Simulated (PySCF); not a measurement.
Work out the structure from these simulated measurements.

Formula: C3H6O.

| Property | Result |
| --- | --- |
| NMR, other nuclei | isotropic shieldings of nuclei other than C and H, by class: -330 (1 O) ppm [GIAO B97-2/pcSseg-2] |
| Dipole | 3.13 D [CAM-B3LYP/aug-cc-pVTZ] |
| Couplings | largest of the computed one-bond spin–spin couplings (means over like bonds): 13C–1H +132.3 (×6), 13C–13C +40.7 (×2), 17O–13C +31.7 Hz [B3LYP/pcJ-2] |
| 13C NMR | chemical shifts (computed TMS as zero) by class: 212.4 (1 C), 31.6 (2 C) ppm [GIAO B97-2/pcSseg-2] |
| Rotational structure | rotational constants A, B, C: 10.253, 8.611, 4.966 GHz [PBE0-D3(BJ)/def2-TZVP] |
| Triplet | lowest triplet excitation (Tamm–Dancoff): 3.96 eV [TDA CAM-B3LYP/aug-cc-pVTZ] |
| Polarisability | 41.8 au [CAM-B3LYP/aug-cc-pVTZ] |
| 1H NMR | chemical shifts (computed TMS as zero) by class: 2.08 (6 H) ppm [GIAO B97-2/pcSseg-2] |
| UV, strongest line | among the 10 lowest singlet transitions: S7 at 8.06 eV (154 nm, f = 0.045) [TDDFT CAM-B3LYP/aug-cc-pVTZ] |

Gas-phase values; electronic properties from PySCF, density fitting. Levels stand in brackets. Geometry: PBE0-D3(BJ)/def2-TZVP; no solvent, vibrations or thermal averaging. NMR values are class means; diastereotopic atoms form classes of their own.

Question: Propose a structure and show how it fits.

Answer: Numbering: `[CH3:1][C:2]([CH3:3])=[O:4]`. Its formula, C3H6O, gives 1 degree of unsaturation: 0 rings and 1 π bond in the structure found. 3 carbons fall into 2 classes; from least to most shielded: ketone carbonyl carbon [C2] (212.4 ppm), methyl carbon next to a carbonyl [C1/C3] (31.6 ppm, 2 C). All hydrogens form one class (2.08 ppm): methyl hydrogen. The other shieldings belong to: -330 ppm, ketone oxygen [O4]. The couplings run between: +132.3 Hz, methyl carbon next to a carbonyl [C1] and its hydrogen (with 5 like pairs); +40.7 Hz, methyl carbon next to a carbonyl [C1] and ketone carbonyl carbon [C2] (with 1 like pair); +31.7 Hz, ketone oxygen [O4] and ketone carbonyl carbon [C2]. By its constants the optimised geometry is an asymmetric top. Structure: `CC(C)=O` (acetone). Computed isomers that give other values at the same levels: `C1COC1` (13C chemical shifts (computed TMS as zero) by class: 75.8 (2 C), 23.4 (1 C) ppm); `C[C@@H]1CO1` (rotational constant A: 18.412 GHz; this holds for the one conformer computed); `CCC=O` (13C chemical shifts (computed TMS as zero) by class: 207.9 (1 C), 43.5 (1 C), 8.0 (1 C) ppm). The assignments are read from this structure; whether some other isomer fits the data as well wasn't checked.
